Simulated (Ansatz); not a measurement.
**BP: the gap under strain, fitted and tested**

Plane-wave DFT in Ansatz, PBEsol, scalar-relativistic PAW potentials, cutoff 420 eV, no spin-orbit coupling; no spin polarisation. BP in space group F-43m. Uniaxial strain along c; a, b and atoms relaxed (conventional cell); Kohn–Sham gaps sought over the whole zone.

| strain (%) | space group | gap (eV) |
| --- | --- | --- |
| -4.5 | I-4m2 | ? |
| -3.0 | I-4m2 | 0.538 |
| -1.5 | I-4m2 | 0.828 |
| +0.0 | F-43m | 1.113 |
| +1.5 | I-4m2 | 0.994 |
| +3.0 | I-4m2 | 0.880 |
| +4.5 | I-4m2 | 0.771 |

Q: Fit the given gaps and predict the missing one.

A: Next to zero the slopes are +190 meV per % on the compressed side and -79 on the stretched side. The slope drops at zero, where the strain lowers the symmetry and can split a degenerate edge, with another member setting the gap on each side, so only the side of the missing row is fitted, by a line: E_g = 1.114 +0.1917 ε eV (ε in %; scatter 1 meV). At -4.5 % this gives 0.251 eV; the run gave 0.242 eV, 9 meV away. The fit holds.

Cost: about 3.8 core-minutes for the runs cited, on AMD EPYC (Zen 3) (shared hosts).